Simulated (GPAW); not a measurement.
Crystal: HgTe (Coloradoite).

```
Hg Te
1.0
     0.00000    3.21450    3.21450
     3.21450    0.00000    3.21450
     3.21450    3.21450    0.00000
Hg Te
1 1
Direct
  0.00000 0.00000 0.00000
  0.25000 0.25000 0.25000
```

Base run:

- Program: GPAW 26.7.0
- Functional: PBE
- Potentials or basis: GPAW PAW data sets (gpaw-data 1.2.1), other valence
- Cutoff: 600 eV
- Basis: pw
- k mesh: 6 × 6 × 6
- Occupations: fermi-dirac, width 0.05 eV
- Spin: no spin polarisation

Its results: pressure 3.8 GPa.

Question: The run is repeated on the same cell with these changes: potentials or basis from GPAW PAW data sets (gpaw-data 1.2.1), other valence to JTH PAW 2.0, PBE; data set from Te 16 to Hg jth, Te jth; valence electrons from 34 to 18. What comes out?

Answer: Pressure 4.9 GPa.

Caveats: the program truncates these outside data sets (some runs).

Not every run made on this cell is shown here.
